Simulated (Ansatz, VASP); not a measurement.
**Cross-check of ZnS (Sphalerite) between VASP and Ansatz**

Wanted: the spread between two codes on one cell, functional and k mesh. The cell is taken from a series of VASP runs on this material, whose earlier steps may have relaxed, scaled or displaced it; both programs get it as it stands.

Program: Ansatz 0.2.0. Level of theory: plane waves, with VASP 6.6.1 beside it; band structure at HSE06. Results are calculated unless marked as measured.

## (1) Set-up

The structure is cubic, space group F-43m (No. 216). Conventional cell: a = 5.409 Å, b = 5.409 Å, c = 5.409 Å, α = 90.00°, β = 90.00°, γ = 90.00°. Zn has 4 S at 2.34 Å nearest. S has 4 Zn at 2.34 Å nearest. Farther neighbours and most contacts between anions are not listed.

Coordinates:

```xyz
2
Lattice="0.0000 2.7046 2.7046 2.7046 0.0000 2.7046 2.7046 2.7046 0.0000" Properties=species:S:1:pos:R:3 pbc="T T T"
Zn    0.0000    0.0000    0.0000
S     4.0570    4.0570    4.0570
```

## (2) VASP: band structure, HSE06

Levels along a path test the potential and the projectors away from the mesh points.

Lines of VASP's logs that name or quote its potential files are left out, and so is its time.

The run reads the wave functions of an earlier VASP run, which isn't shown here.

File INCAR:

```
SYSTEM = ZnS
PREC = Accurate
ENCUT = 350
EDIFF = 1E-06
NELM = 100
ISMEAR = 0
SIGMA = 0.03
LREAL = .FALSE.
ALGO = Normal
LHFCALC = .TRUE.
AEXX = 0.25
GGA = PE
HFSCREEN = 0.2
LASPH = .TRUE.
NBANDS = 15
PRECFOCK = Fast
LORBIT = 11
LWAVE = .FALSE.
LCHARG = .FALSE.
KPAR = 4
```

File POSCAR:

```
ZnS
1.0
    0.0000000000      2.7046500000      2.7046500000
    2.7046500000      0.0000000000      2.7046500000
    2.7046500000      2.7046500000      0.0000000000
Zn S
1 1
Direct
    0.0000000000      0.0000000000      0.0000000000
    0.7500000000      0.7500000000      0.7500000000
```

File KPOINTS:

```
Automatic mesh
0
Gamma
5 5 5
0 0 0
```

File KPOINTS_OPT:

```
Line mode
10
Line-mode
Reciprocal
  0.00000000   0.00000000   0.00000000 GAMMA
  0.50000000   0.00000000   0.50000000 X

  0.50000000   0.00000000   0.50000000 X
  0.50000000   0.25000000   0.75000000 W

  0.50000000   0.25000000   0.75000000 W
  0.37500000   0.37500000   0.75000000 K

  0.37500000   0.37500000   0.75000000 K
  0.00000000   0.00000000   0.00000000 GAMMA

  0.00000000   0.00000000   0.00000000 GAMMA
  0.50000000   0.50000000   0.50000000 L

  0.50000000   0.50000000   0.50000000 L
  0.62500000   0.25000000   0.62500000 U

  0.62500000   0.25000000   0.62500000 U
  0.50000000   0.25000000   0.75000000 W

  0.50000000   0.25000000   0.75000000 W
  0.50000000   0.50000000   0.50000000 L

  0.50000000   0.50000000   0.50000000 L
  0.37500000   0.37500000   0.75000000 K

  0.62500000   0.25000000   0.62500000 U
  0.50000000   0.00000000   0.50000000 X
```

PAW data sets: Zn and S (PBE family, release 64).

Launch:

```bash
> mpirun -np 4 vasp_std
```

Numbers of over 12 decimals in the logs are rounded to 6 here.

Output:

```text
[banner, memory and clock lines left out]
running    4 mpi-ranks, on    1 nodes
 distrk:  each k-point on    1 cores,    4 groups
 distr:  one band on    1 cores,    1 groups

 POSCAR found type information on POSCAR ZnS
 POSCAR found :  2 types and       2 ions
 LDA part: xc-table for (Slater+PW92), standard interpolation
 found WAVECAR, reading the header
 POSCAR, INCAR and KPOINTS ok, starting setup
 FFT: planning ... GRIDC
 FFT: planning ... GRID_SOFT
 FFT: planning ... GRID
 reading WAVECAR
 the WAVECAR file was read successfully
 initial charge from wavefunction
 entering main loop
       N       E                     dE             d eps       ncg     rms          rms(c)
DAV:   1    -0.843437819374E+01   -0.84344E+01   -0.12347E+00   402   0.321E+01    0.279E+00
DAV:   2    -0.838405863836E+01    0.50320E-01   -0.28357E-01   349   0.113E+01    0.170E+00
DAV:   3    -0.838131208689E+01    0.27466E-02   -0.30491E-02   370   0.296E+00    0.118E+00
DAV:   4    -0.838069970662E+01    0.61238E-03   -0.31695E-03   314   0.684E-01    0.747E-01
DAV:   5    -0.838057298367E+01    0.12672E-03   -0.54427E-04   374   0.220E-01    0.453E-01
DAV:   6    -0.838052195463E+01    0.51029E-04   -0.75685E-05   307   0.819E-02    0.257E-01
DAV:   7    -0.838049797199E+01    0.23983E-04   -0.11162E-05   307   0.255E-02    0.136E-01
DAV:   8    -0.838049050507E+01    0.74669E-05   -0.44477E-06   349   0.147E-02    0.696E-02
DAV:   9    -0.838048794147E+01    0.25636E-05   -0.13630E-06   280   0.945E-03    0.363E-02
DAV:  10    -0.838048723129E+01    0.71018E-06   -0.59910E-07   234   0.647E-03
   1 F= -.83804872E+01 E0= -.83804872E+01  d E =-.936357E-15
 Start KPOINTS_OPT (optional k-point list driver)
k-point batch [1-10\100]
       N       E                     dE             ncg
DAV:   1     0.159929499921E+03   -0.25431E+04      300
DAV:   2    -0.820160965884E+03   -0.98009E+03      335
DAV:   3    -0.888084569634E+03   -0.67924E+02      377
DAV:   4    -0.889207445265E+03   -0.11229E+01      398
DAV:   5    -0.889219130891E+03   -0.11686E-01      398
DAV:   6    -0.889219304151E+03   -0.17326E-03      384
DAV:   7    -0.889219307488E+03   -0.33368E-05      384
DAV:   8    -0.889219307558E+03   -0.70205E-07      276
[...]
k-point batch [91-100\100]
       N       E                     dE             ncg
DAV:   1     0.151333579547E+02   -0.58110E+04      300
DAV:   2    -0.903528464541E+03   -0.91866E+03      363
DAV:   3    -0.957416818795E+03   -0.53888E+02      356
DAV:   4    -0.958240737358E+03   -0.82392E+00      398
DAV:   5    -0.958250108805E+03   -0.93714E-02      412
DAV:   6    -0.958250253101E+03   -0.14430E-03      405
DAV:   7    -0.958250256064E+03   -0.29624E-05      398
DAV:   8    -0.958250256126E+03   -0.62231E-07      318
```

OUTCAR, selected parts (step 2):

```text
ion  position               nearest neighbor table
   1  0.000  0.000  0.000-   2 2.34   2 2.34   2 2.34   2 2.34
   2  0.750  0.750  0.750-   1 2.34   1 2.34   1 2.34   1 2.34

  LATTYP: Found a face centered cubic cell.
 ALAT       =     5.4093000000

 Subroutine GETGRP returns: Found 24 space group operations
 (whereof 24 operations were pure point group operations)

The static configuration has the point symmetry T_d .

 Found     10 irreducible k-points:

   k-points           NKPTS =     10   k-points in BZ     NKDIM =    125   number of bands    NBANDS=     15

   dimension x,y,z NGX =    24 NGY =   24 NGZ =   24
   dimension x,y,z NGXF=    48 NGYF=   48 NGZF=   48

   ENCUT  =  350.0 eV  25.72 Ry    5.07 a.u.   5.83  5.83  5.83*2*pi/ulx,y,z

   NELECT =      18.0000    total number of electrons

 k-points in reciprocal lattice and weights: Automatic mesh
   0.00000000  0.00000000  0.00000000       0.008
   0.20000000  0.00000000  0.00000000       0.064
   0.40000000  0.00000000  0.00000000       0.064
   0.20000000  0.20000000  0.00000000       0.048
   0.40000000  0.20000000  0.00000000       0.192
  -0.40000000  0.20000000  0.00000000       0.192
  -0.20000000  0.20000000  0.00000000       0.096
   0.40000000  0.40000000  0.00000000       0.048
  -0.40000000  0.40000000  0.00000000       0.096
  -0.40000000  0.40000000  0.20000000       0.192

  exchange ACFDT corr.  =         0.00000000  see jH, gK, PRB 81, 115126

 average (electrostatic) potential at core
       1 -28.6931       2 -84.9587

 E-fermi :   1.5046

 k-point     1 :       0.0000    0.0000    0.0000
  band No.  band energies     occupation
    ...
      5      -6.0374      2.00000
      6      -6.0374      2.00000
      7       1.3493      2.00000
      8       1.3493      2.00000
      9       1.3493      2.00000
     10       4.6808      0.00000
     11       9.0502      0.00000
     12       9.0502      0.00000
     13       9.0502      0.00000
     14      14.5636      0.00000
    ...

 k-point     2 :       0.2000    0.0000    0.0000
  band No.  band energies     occupation
    ...
      5      -6.0385      2.00000
      6      -6.0385      2.00000
      7      -0.9275      2.00000
      8       1.0000      2.00000
      9       1.0000      2.00000
     10       5.9779      0.00000
     11       9.1805      0.00000
     12       9.5925      0.00000
     13       9.5925      0.00000
     14      13.6157      0.00000
    ...

 k-point     3 :       0.4000    0.0000    0.0000
  band No.  band energies     occupation
    ...
      5      -6.0191      2.00000
      6      -6.0179      2.00000
      7      -3.6677      2.00000
      8       0.5140      2.00000
      9       0.5141      2.00000
     10       5.9638      0.00000
     11       9.6206      0.00000
     12       9.6206      0.00000
     13      11.1956      0.00000
     14      14.6305      0.00000
    ...

  energy-cutoff  :      350.00
  volume of cell :       39.57
      direct lattice vectors                 reciprocal lattice vectors
     0.000000000  2.704650000  2.704650000    -0.184866803  0.184866803  0.184866803
     2.704650000  0.000000000  2.704650000     0.184866803 -0.184866803  0.184866803
     2.704650000  2.704650000  0.000000000     0.184866803  0.184866803 -0.184866803

 POSITION                                       TOTAL-FORCE (eV/Angst)
 -----------------------------------------------------------------------------------
      0.00000      0.00000      0.00000         0.000000      0.000000      0.000000
      4.05697      4.05697      4.05697        -0.000000     -0.000000     -0.000000
 -----------------------------------------------------------------------------------
    total drift:                               -0.000208     -0.000171     -0.000113

  FREE ENERGIE OF THE ION-ELECTRON SYSTEM (eV)
  ---------------------------------------------------
  free  energy   TOTEN  =        -8.3804872313 eV

  energy  without entropy=       -8.3804872313  energy(sigma->0) =       -8.38048723

 total charge
# of ion       s       p       d       tot
------------------------------------------
    1        0.485   0.469   9.833  10.786
    2        1.305   2.468   0.000   3.774
--------------------------------------------------
tot          1.790   2.937   9.833  14.560

[... 3 further parts left out ...]
```

The k-mesh is coarse for exact exchange; levels may shift by about 0.1 eV on a finer one.

[end of part 1 of 2]

[Lines on the potential files, build, host, timing and source positions are cut from VASP's logs without a mark.]

[Logs are printed without paths, hosts, clocks, repeated set-up lines and the standing remarks that a program may print on its own settings, such as how far it seeks lower states.]

[Hosts, paths, dates, database ids (printed as entryN), source tags and the programs' standing remarks are cut or masked in the printed files.]
